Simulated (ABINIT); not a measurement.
Wanted: the native input for an ABINIT 10.8.3 (patched build) run.

```
Task                : single point
Functional          : r2SCAN
Potentials or basis : JTH PAW PBE v2.0
Cutoff              : 653 eV
k mesh              : 10 × 10 × 10
Occupations         : fermi-dirac, width 0.05 eV
Spin                : no spin polarisation
Fine-grid cutoff    : 1251.72 eV
```

GaP:

```xyz
2
Lattice="0.0000 2.7252 2.7252 2.7252 0.0000 2.7252 2.7252 2.7252 0.0000" Properties=species:S:1:pos:R:3 pbc="T T T"
Ga    0.0000    0.0000    0.0000
P     4.0879    4.0879    4.0879
```

These files were run (other wordings do the same):

run.abi

```
# Pseudopotentials
pp_dirpath "./"
pseudos "Ga.GGA_PBE-JTH.xml, P.GGA_PBE-JTH.xml"

# Structure
acell 7.2831660764 7.2831660764 7.2831660764
rprim
     0.0000000000     0.7071067812     0.7071067812
     0.7071067812     0.0000000000     0.7071067812
     0.7071067812     0.7071067812     0.0000000000
ntypat 2
znucl 31 15
natom 2
typat 1 2
xcart
     0.0000000000     0.0000000000     0.0000000000
     7.7249641817     7.7249641817     7.7249641817

# Plane-wave basis
ecut 653.073270 eV
pawecutdg 46.0

# k points
kptopt 1
ngkpt 10 10 10
nshiftk 1
shiftk 0.0 0.0 0.0

# Exchange and correlation
ixc -497498
usekden 1
pawxcdev 0

# Bands and occupations
nband 13
occopt 3
tsmear 0.00183747

# SCF cycle
nstep 100
tolvrs 1.0e-7

# Output
iomode 3
prtwf 0
prtden 0
prteig 0
prtebands 0
enunit 1
```

Potentials or basis: JTH PAW PBE v2.0.

Run with:

```sh
$ abinit run.abi > log 2>&1
```

Results of the run:

```json
{
  "Pressure": "-0.2 GPa",
  "Band gap on the k mesh": "1.88 eV, indirect (least direct gap 2.36 eV)",
  "Valence electrons inside the program's atomic spheres": "Ga 11.07; P 1.56"
}
```

Caveat: the PAW data sets were made with another functional, which shifts forces and pressure a little.

Wall time 110 s on 1 thread of Arm Neoverse V1, on a shared host, peak memory 0.16 GiB.
